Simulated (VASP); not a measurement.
# AlN: molecular dynamics at constant energy

AlN, P6_3/mmc (no. 194), 8 atoms in the cell. PBE, molecular dynamics; PAW potentials Al, N (PBE set).

Ensemble: NVE; Starting temperature (K): 1000.

## Input

INCAR:
```
SYSTEM = AlN
  ALGO = Normal
  ANDERSEN_PROB = 0.0
  EDIFF = 1E-6
  ENCUT = 400
  GGA = PE
  IBRION = 0
  ISIF = 2
  ISMEAR = 0
  ISYM = 0
  KPAR = 2
  LASPH = .TRUE.
  LCHARG = .FALSE.
  LREAL = Auto
  LWAVE = .FALSE.
  MDALGO = 1
  NELM = 60
  NELMIN = 4
  NSW = 60
  POTIM = 1.0
  PREC = Normal
  RANDOM_SEED = 216947 0 0
  SIGMA = 0.05
  TEBEG = 1000
```

KPOINTS:
```
k-points
0
Gamma
  3 2 3
```

POSCAR:
```
AlN
1.0
    3.3121157418      0.0000000000      0.0000000000
    0.0000000000      5.7367527454      0.0000000000
    0.0000000000      0.0000000000      4.1875630000
Al N
4 4
Direct
    0.5000000000      0.1666666666      0.2500000000
    0.0000000001      0.6666666666      0.2500000000
    0.0000000000      0.3333333334      0.7500000000
    0.5000000000      0.8333333333      0.7500000000
    0.5000000000      0.1666666666      0.7500000000
    0.0000000001      0.6666666666      0.7500000000
    0.0000000000      0.3333333334      0.2500000000
    0.5000000000      0.8333333333      0.2500000000
```

Commands:
```
cat potpaw_PBE.64/Al/POTCAR potpaw_PBE.64/N/POTCAR > POTCAR
mpirun -np 2 vasp_std > vasp.out
```

## Result

- Rise of the mean potential energy above the start (meV/atom): 51.6
- Mean temperature (K): 545
- Electronic steps per ionic step after the first: 4.1

Course of the run:

| Time (fs) | Temperature (K) | Potential energy less the first (meV/atom) |
|---|---|---|
| 1 | 1000 | 0.0 |
| 6 | 818 | 20.7 |
| 10 | 515 | 55.0 |
| 15 | 226 | 87.7 |
| 19 | 215 | 89.0 |
| 24 | 386 | 69.5 |
| 28 | 491 | 57.6 |
| 33 | 484 | 58.5 |
| 37 | 453 | 62.0 |
| 42 | 557 | 50.2 |
| 46 | 734 | 30.1 |
| 51 | 809 | 21.6 |
| 55 | 652 | 39.4 |
| 60 | 350 | 73.6 |

The mean temperature lies below the starting 1000 K, since the atoms start on their sites and part of their kinetic energy turns into potential energy.

REPORT:
```
MDALGO =   1
         ANDERSEN_PROB =  0.00000000
               SCALING =       0
                 CNEXP =     9.000   14.000
           RANDOM_SEED =            216947                0                0

   original number of atomic DOF:         21
   number of independent constraints:      0
   number of active DOF:                  21

========================================
         MD step No.       1
========================================

  Atomic velocities initialized by STEP_tb

  >Energies
                    E_tot             E_pot             E_kin               EPS                ES
   e_b>   -0.57712926E+02   -0.58617763E+02    0.90483716E+00    0.00000000E+00    0.00000000E+00

  >Temperature
               T_sim     T_inst
   tmprt>   1000.000   1000.013

  >Thermostat, num. of collisions:                0

           RANDOM_SEED =            216947               96                0

[... steps left out ...]

========================================
         MD step No.      60
========================================

  >Energies
                    E_tot             E_pot             E_kin               EPS                ES
   e_b>   -0.57711800E+02   -0.58028865E+02    0.31706466E+00    0.00000000E+00    0.00000000E+00

  >Temperature
               T_sim     T_inst
   tmprt>   1000.000    350.415

  >Thermostat, num. of collisions:                0

           RANDOM_SEED =            216947             2928                0
```

OSZICAR:
```
N       E                     dE             d eps       ncg     rms          rms(c)
DAV:   1     0.109668130125E+03    0.10967E+03   -0.13169E+04   420   0.111E+03
DAV:   2    -0.593534653382E+02   -0.16902E+03   -0.16036E+03   616   0.233E+02
DAV:   3    -0.674670530634E+02   -0.81136E+01   -0.80831E+01   520   0.584E+01
DAV:   4    -0.675480758524E+02   -0.81023E-01   -0.80964E-01   495   0.646E+00
DAV:   5    -0.675497662350E+02   -0.16904E-02   -0.16903E-02   510   0.891E-01    0.165E+01
DAV:   6    -0.586963652483E+02    0.88534E+01   -0.36770E+01   485   0.330E+01    0.585E+00
DAV:   7    -0.586491502448E+02    0.47215E-01   -0.10220E+00   466   0.589E+00    0.404E+00
DAV:   8    -0.586203109599E+02    0.28839E-01   -0.10386E-01   480   0.260E+00    0.538E-01
DAV:   9    -0.586168431533E+02    0.34678E-02   -0.17332E-02   500   0.747E-01    0.321E-01
DAV:  10    -0.586178719749E+02   -0.10288E-02   -0.38112E-03   475   0.361E-01    0.159E-01
DAV:  11    -0.586177618562E+02    0.11012E-03   -0.39251E-04   485   0.117E-01    0.462E-02
DAV:  12    -0.586177636202E+02   -0.17640E-05   -0.20547E-05   568   0.311E-02    0.226E-02
[... left out ...]
     58 T=   466. E= -.57712066E+02 F= -.58133913E+02 E0= -.58133913E+02  EK= 0.42185E+00 SP= 0.00E+00 SK= 0.00E+00
     59 T=   406. E= -.57711921E+02 F= -.58079047E+02 E0= -.58079047E+02  EK= 0.36713E+00 SP= 0.00E+00 SK= 0.00E+00
[... last step whole ...]
       N       E                     dE             d eps       ncg     rms          rms(c)
DAV:   1    -0.580288567836E+02    0.50191E-01   -0.36905E-05   670   0.803E-01    0.501E-03
DAV:   2    -0.580288651291E+02   -0.83455E-05   -0.85187E-05   470   0.761E-02    0.450E-03
DAV:   3    -0.580288649641E+02    0.16506E-06   -0.63660E-07   368   0.596E-03    0.331E-03
DAV:   4    -0.580288647867E+02    0.17733E-06   -0.34083E-07   330   0.407E-03
     60 T=   350. E= -.57711800E+02 F= -.58028865E+02 E0= -.58028865E+02  EK= 0.31706E+00 SP= 0.00E+00 SK= 0.00E+00
```

Limits: 60 fs of 8 atoms are too short for converged averages; the cell is only 3.3 Å across, so each atom moves in step with near copies of itself.

VASP 6.6.1 took 148 s on 2 cores (Intel Xeon Platinum 8259CL @ 2.50GHz (Skylake/Cascade Lake)), a shared host.
